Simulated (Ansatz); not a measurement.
**Response of TaN to small distortions**

```
Ta N
1.0
     2.93800    0.00000    0.00000
    -1.46900    2.54438    0.00000
     0.00000    0.00000    2.88300
Ta N
1 1
Direct
  0.33333 0.66667 0.50000
  0.00000 0.00000 0.00000
```

Atoms are numbered in the order listed.

The cell comes from COD entry 1538016, which wasn't checked; take it as a given geometry.

No spin–orbit coupling, which matters for the heavy atoms here.

Method: DFT, LDA, all-electron LAPW, scalar-relativistic in Ansatz 0.2.0.

The runs use a Γ-centred 12×12×10 k mesh, Fermi–Dirac smearing of 0.02 eV, basis error target 0.25 meV/atom, no spin polarisation.

The unchanged cell is at -11.51 GPa.

In a metal, stresses and small energies carry noise from the k mesh.

x, y and z are the Cartesian axes of the cell as listed; fractional coordinates follow a strain, and an engineering shear is twice the off-diagonal strain component.

With equal xy, yz and zx engineering shear strains of -2 %: energy change +9 meV/atom; stress change (xx, yy, zz, yz, xz, xy) 0.19, 0.65, 0.45, 4.89, 4.90, 4.43 GPa, compression positive; change of the force on N2 (0.040, 0.002, 0.022) eV/Å.

Problem. With this change (equal xy, yz and zx engineering shear strains of -1 %), what becomes of the energy and stress and forces?

Solution. Energy change +2 meV/atom; stress change (xx, yy, zz, yz, xz, xy) 0.01, 0.20, 0.12, 2.41, 2.41, 2.22 GPa, compression positive; change of the force on N2 (0.015, 0.000, 0.005) eV/Å.

Problem. With this change (equal xy, yz and zx engineering shear strains of +1 %), what becomes of the energy and stress?

Solution. Energy change +2 meV/atom; stress change (xx, yy, zz, yz, xz, xy) 0.00, 0.20, 0.12, -2.33, -2.33, -2.13 GPa, compression positive.

Problem. With this change (equal xy, yz and zx engineering shear strains of +2 %), what becomes of the energy and stress and forces?

Solution. Energy change +9 meV/atom; stress change (xx, yy, zz, yz, xz, xy) 0.18, 0.63, 0.43, -4.57, -4.58, -4.12 GPa, compression positive; change of the force on N2 (-0.002, 0.002, 0.020) eV/Å.
